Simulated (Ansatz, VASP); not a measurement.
# ZnIn2: VASP beside Ansatz, part 2 of 2

Aim: how closely do two programs agree when they are given the same cell, functional and k mesh? The cell is generated by rule, not measured, and may not be a known phase. The cell is taken from a series of runs on this material, whose earlier steps may have relaxed, scaled, displaced or heated it; both programs get it as it stands.

VASP 6.6.1 and Ansatz 0.2.0.

So far. Step 5 (Ansatz: single point, PBEsol, pair 2): The run ends at a pressure of 0.04 GPa. Step 6 (VASP: single point, PBEsol, pair 2): The run ends at a pressure of 0.01 GPa.

The structure was built from a prototype and need not be the compound's stable phase.

## (7) Side by side

What differs besides the data sets and the points named for the pairs above, as far as they apply: the data sets hold 92 valence electrons in Ansatz (on norm-conserving files, of PseudoDojo where its log says so) and 76 in VASP. Total energies have different zeros and are not compared.

The two programs side by side:

```
      quantity  Ansatz  VASP  difference
pressure (GPa)    0.04  0.01       +0.02
```

## (8) VASP: single point, PBEsol, pair 3

A single point gives forces, pressure and levels at one fixed geometry, so differences don't come from the geometry; what else differs is listed under the comparison.

INCAR reads:

```
SYSTEM = ZnIn2
PREC = Accurate
ENCUT = 500
EDIFF = 1E-06
NELM = 120
ISMEAR = 1
SIGMA = 0.2
LREAL = .FALSE.
ALGO = Normal
GGA = PS
NBANDS = 47
LORBIT = 11
LWAVE = .FALSE.
LCHARG = .FALSE.
ISIF = 2
LASPH = .TRUE.
GGA_COMPAT = .FALSE.
KPAR = 2
```

POSCAR reads:

```
ZnIn2
1.0
   -2.5747424975     -4.4595929535      0.0000000000
   -5.1494920370     -0.0000040657      0.0000000000
    0.0000000000      0.0000000000     -5.9800988035
Zn In
2 4
Direct
    0.0000000000      0.0000000000      0.5000000000
    0.0000000000      0.0000000000      0.0000000000
    0.4207205934      0.3333333333      0.2500000000
    0.2459460732      0.3333333333      0.7500000000
    0.7540539268      0.6666666667      0.2500000000
    0.5792794066      0.6666666667      0.7500000000
```

KPOINTS reads:

```
Automatic mesh
0
Gamma
9 9 6
0 0 0
```

The projector-augmented-wave data sets are Zn and In_d (PBE family, release 64).

Launch:

```bash
mpirun -np 2 vasp_std
```

Numbers of over 12 decimals in the logs are rounded to 6 here.

The program printed:

```text
[... set-up lines as in an earlier step ...]
 entering main loop
       N       E                     dE             d eps       ncg     rms          rms(c)
DAV:   1     0.721217085173E+03    0.72122E+03   -0.35672E+04  9400   0.230E+03
DAV:   2     0.711505749825E+02   -0.65007E+03   -0.63736E+03  9400   0.534E+02
DAV:   3    -0.107508154481E+02   -0.81901E+02   -0.80239E+02 10199   0.204E+02
DAV:   4    -0.143404680723E+02   -0.35897E+01   -0.35723E+01 10912   0.467E+01
[...]
DAV:  11    -0.140147286807E+02   -0.28362E-05   -0.48182E-05 11983   0.552E-02    0.123E-02
DAV:  12    -0.140147262582E+02    0.24225E-05   -0.76330E-06  9439   0.222E-02    0.793E-03
DAV:  13    -0.140147260104E+02    0.24780E-06   -0.19024E-06  8195   0.926E-03
   1 F= -.14014726E+02 E0= -.14012993E+02  d E =-.519792E-02
```

Parts of OUTCAR (step 8):

```text
  Total        0.4301631      0.6127218     -0.2144389      0.1580999     -0.0000000      0.0000000
  in kB        5.0185234      7.1483553     -2.5017645      1.8444818     -0.0000000      0.0000000
  external PRESSURE =       3.2217047 kB  Pullay stress =       0.0000000 kB

 POSITION                                       TOTAL-FORCE (eV/Angst)
 -----------------------------------------------------------------------------------
      0.00000      0.00000     -2.99005         0.000000     -0.000000      0.000000
      0.00000      0.00000      0.00000         0.000000     -0.000000      0.000000
     -2.79974     -1.87624     -1.49502        -0.099300      0.052992     -0.000000
     -2.34975     -1.09682     -4.48507        -0.095542      0.059500      0.000000
     -5.37449     -3.36278     -1.49502         0.095542     -0.059500     -0.000000
     -4.92449     -2.58335     -4.48507         0.099300     -0.052992      0.000000
 -----------------------------------------------------------------------------------
    total drift:                                0.000000      0.000000     -0.000000

  FREE ENERGIE OF THE ION-ELECTRON SYSTEM (eV)
  ---------------------------------------------------
  free  energy   TOTEN  =       -14.0147260104 eV

  energy  without entropy=      -14.0095280934  energy(sigma->0) =      -14.01299337

[... 1 part as in an earlier step ...]

[... 2 further parts left out ...]
[key lines of the parts left out:]
E-fermi :   6.1875
```

The run ends at a pressure of 0.32 GPa, with forces up to 0.11 eV/Å.

## (9) Ansatz: single point, PBEsol, pair 3

The same cell, functional, mesh and smearing now go to Ansatz, which takes its cutoff from its data sets.

The cell is taken from a series of runs on this material, whose earlier steps may have relaxed, scaled, displaced or heated it; both programs get it as it stands.

input.yaml reads:

```yaml
crystal:
  lattice:
    - [-2.5747424975, -4.4595929535, 0.0]
    - [-5.149492037, -4.0657e-06, 0.0]
    - [0.0, 0.0, -5.9800988035]
  atoms:
    - { symbol: Zn, position: [0.0, 0.0, 0.5] }
    - { symbol: Zn, position: [0.0, 0.0, 0.0] }
    - { symbol: In, position: [0.4207205934, 0.3333333333, 0.25] }
    - { symbol: In, position: [0.2459460732, 0.3333333333, 0.75] }
    - { symbol: In, position: [0.7540539268, 0.6666666667, 0.25] }
    - { symbol: In, position: [0.5792794066, 0.6666666667, 0.75] }
kpoints:
  mp_grid: { grid: [9, 9, 6] }
hamiltonian:
  xc: pbesol
  pseudopotentials: { kind: nc }
scf:
  occupations: { method: methfessel_paxton, width: 0.2 }
output:
  forces: true
  stress: true
  eigenvalues: true
```

Launch:

```bash
ansatz run input.yaml --threads 8 --pin off --max-ram 14336MiB --backend cpu --events-out ev --progress --plain --runs-dir out
```

The program printed:

```text
[...]
Crystal: 6 atoms, lattice volume = 137.331 Å³
Basis set: ecut = 1142.878222 eV, 12003 PW (Γ), exchange–correlation on 120×120×144 points (8 copies of the dense FFT grid, shifted against one another)
Bands: 56, of which v1, the nominal top of the filled ones, is band 46 counted from 1 (45 counted from 0)
Symmetry: 8 space group operations
[...]
k-points: 100 of 486
[...]
k-point 0: bands = [... 42 lower, 9.4783, 9.8711, 10.2384, 10.2681, 10.5396, 13.2067, 13.2331, 13.3978, ... 6 higher]
  k-point 1: bands = [... 42 lower, 9.5736, 9.9723, 10.3413, 10.3745, 10.6556, 11.8510, 12.4110, 12.9615, ... 6 higher]
  k-point 2: bands = [... 42 lower, 9.8609, 10.2342, 10.6103, 10.6218, 10.7617, 10.8078, 11.6569, 12.2520, ... 6 higher]
  k-point 99: bands = [... 42 lower, 6.7085, 6.7085, 11.9157, 11.9157, 13.4288, 13.4288, 13.9982, 13.9982, ... 6 higher]
[key lines of the parts left out:]
SCF converged after 9 iterations
Free energy (F): -18584.927659 eV
Fermi energy:    11.111633 eV
P = ⅓ Tr σ = 0.3426 GPa (3.426 kbar)
```

The run ends at a pressure of 0.34 GPa, with forces up to 0.11 eV/Å.

## (10) Differences

What differs besides the data sets and the points named for the pairs above, as far as they apply: the data sets hold 92 valence electrons in Ansatz (on norm-conserving files, of PseudoDojo where its log says so) and 76 in VASP. Total energies have different zeros and are not compared.

Compared:

```
      quantity  Ansatz  VASP  difference
pressure (GPa)    0.34  0.32       +0.02
```

Forces (eV/Å; atoms numbered as in POSCAR):

```
atom        Ansatz x, y, z          VASP x, y, z
 Zn1   0.000, 0.000, 0.000   0.000, 0.000, 0.000
 Zn2   0.000, 0.000, 0.000   0.000, 0.000, 0.000
 In3  -0.100, 0.051, 0.000  -0.099, 0.053, 0.000
 In4  -0.094, 0.061, 0.000  -0.096, 0.059, 0.000
 In5  0.094, -0.061, 0.000  0.096, -0.059, 0.000
 In6  0.100, -0.051, 0.000  0.099, -0.053, 0.000
```

The forces differ by 0.9 meV/Å r.m.s., which is 1.7 % of the r.m.s. force of 0.053 eV/Å (both taken over all components).

## (11) Outcome

```json
{
 "r.m.s. force difference (single point, PBEsol, pair 1)": "0.5 meV/Å",
 "difference in pressure (single point, PBEsol, pair 2)": "0.024 GPa",
 "r.m.s. force difference (single point, PBEsol, pair 3)": "0.91 meV/Å"
}
```

In words: The r.m.s. force difference is 0.91 meV/Å (single point, PBEsol, pair 3), within the 12 meV/Å picked in this series as the mark of a large difference. The data sets hold unlike numbers of valence electrons (46 in Ansatz and 38 in VASP and 92 in Ansatz and 76 in VASP), so part of the differences comes from the potentials. 5 further runs of this series are not shown here. How closely two codes agree says nothing of how well the functional describes the real material.

[Lines on the potential files, build, host, timing and source positions are cut from VASP's logs without a mark.]

[Logs are printed without paths, hosts, clocks, repeated set-up lines and the standing remarks that a program may print on its own settings, such as how far it seeks lower states.]

[Hosts, paths, dates, database ids (printed as entryN), source tags and the programs' standing remarks are cut or masked in the printed files.]
